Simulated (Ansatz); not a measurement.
Stiffness of ZnS from strained cells

```xyz
2
Lattice="0.0000 2.7046 2.7046 2.7046 0.0000 2.7046 2.7046 2.7046 0.0000" Properties=species:S:1:pos:R:3 pbc="T T T"
Zn    0.0000    0.0000    0.0000
S     4.0570    4.0570    4.0570
```

Atoms are numbered in the order listed.

The cell is COD entry 9000107, as deposited and not checked against the literature; nothing was relaxed.

The calculation used Ansatz 0.2.0, DFT, PBEsol, all-electron LAPW, scalar-relativistic.

Sampling and basis: a Γ-centred 8×8×8 k mesh, Fermi–Dirac smearing of 0.01 eV, basis error target 0.25 meV/atom, no spin polarisation.

The unstrained cell is at -2.17 GPa. Large strains and very small stresses are left out. Each strain is applied once, with fractional coordinates held (clamped ions), and σ below is the change of stress, positive in tension. One finite strain gives stress–strain coefficients at this pressure with an error of the order of the strain times third-order constants, a few per cent for each per cent of strain.

Task: With equal xy, yz and zx engineering shear strains of -1 %, the run gives σxy = -0.67 GPa and γxy = 2εxy = -0.0100. Which stiffness follows?

Result: C44 (clamped ions) = σxy/γxy = 67 GPa.

Task: Estimate the stiffness probed by this change, and the stress that it gives: equal xy, yz and zx engineering shear strains of +1 %.

Result: σxy = 0.64 GPa and γxy = 2εxy = 0.0100, so C44 (clamped ions) = σxy/γxy = 64 GPa.

Task: The two estimates of C44 (clamped ions) differ. Why, and which value is best?

Result: Finite strains add third-order terms, which change sign with the strain; interpolating the two linearly to zero strain gives 66 GPa, the better value.
